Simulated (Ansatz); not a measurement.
**KTaO₃: elastic constants from stress and strain**

```xyz
5
Lattice="3.9883 0.0000 0.0000 0.0000 3.9883 0.0000 0.0000 0.0000 3.9883" Properties=species:S:1:pos:R:3 pbc="T T T"
K     1.9942    1.9942    1.9942
Ta    0.0000    0.0000    0.0000
O     1.9942    0.0000    0.0000
O     0.0000    1.9942    0.0000
O     0.0000    0.0000    1.9942
```

Atoms are numbered in the order listed.

The cell comes from COD entry 2102087, which wasn't checked; take it as a given geometry.

No spin–orbit coupling, which matters for the heavy atoms here.

Method: DFT, PBE, all-electron LAPW, scalar-relativistic (Ansatz 0.2.0).

The runs use a Γ-centred 5×5×5 k mesh, Fermi–Dirac smearing of 0.01 eV, basis error target 0.5 meV/atom, no spin polarisation.

The unstrained cell is at 5.49 GPa. Large strains and very small stresses are left out. Each strain is applied once, with fractional coordinates held (clamped ions), and σ below is the change of stress, positive in tension. One finite strain gives stress–strain coefficients at this pressure with an error of the order of the strain times third-order constants, a few per cent for each per cent of strain.

With equal xy, yz and zx engineering shear strains of +1 %, the run gives σxy = 1.00 GPa and γxy = 2εxy = 0.0100. Which stiffness follows?

C44 (clamped ions) = σxy/γxy = 100 GPa.

With equal xy, yz and zx engineering shear strains of -1 %, the run gives σxy = -1.01 GPa and γxy = 2εxy = -0.0100. Which stiffness follows?

C44 (clamped ions) = σxy/γxy = 101 GPa.
